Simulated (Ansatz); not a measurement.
## AlNi under changes of volume

One of the cells (11.956 Å³/atom); the others are scaled copies at fixed shape and fractional positions:

```
Ni Al
1.0
     2.88100    0.00000    0.00000
     0.00000    2.88100    0.00000
     0.00000    0.00000    2.88100
Ni Al
1 1
Direct
  0.50000 0.50000 0.50000
  0.00000 0.00000 0.00000
```

* Program: Ansatz 0.2.0
* Functional: PBE
* Potentials or basis: Ansatz PAW
* Cutoff: 420 eV (not typed: the program's choice for these potentials)
* k mesh: 9 × 9 × 9
* Occupations: fermi-dirac, width 0.05 eV
* Spin: collinear spin, ferromagnetic start
* Starting moments: [1.0, 0.0] μB

```tsv
volume (Å³/atom)	energy over the lowest point (meV/atom)	pressure (GPa)
11.239	34.24	13.8
11.478	16.95	9.5
11.717	5.90	5.5
11.956	?	?
12.196	0.00	-1.2
12.435	4.10	-4.1
12.674	12.26	-6.7
```

Problem. What does the run at 11.956 Å³/atom give?

Solution. Energy over the lowest point 0.43 meV/atom; pressure 2.0 GPa.

Worked out: A Birch-Murnaghan fit of order 3 (a polynomial in V^(-2/3)) to the other rows has its minimum at 12.10 Å³/atom with B0 = V·E''(V) = 160 GPa and B' = 4.4. It gives 0.43 meV/atom at 11.956 Å³/atom, against the run's 0.43, and -dE/dV = 1.9 GPa, against 2.0.

Energies are extrapolated to zero smearing.

Caveats: the starting moments weren't kept.
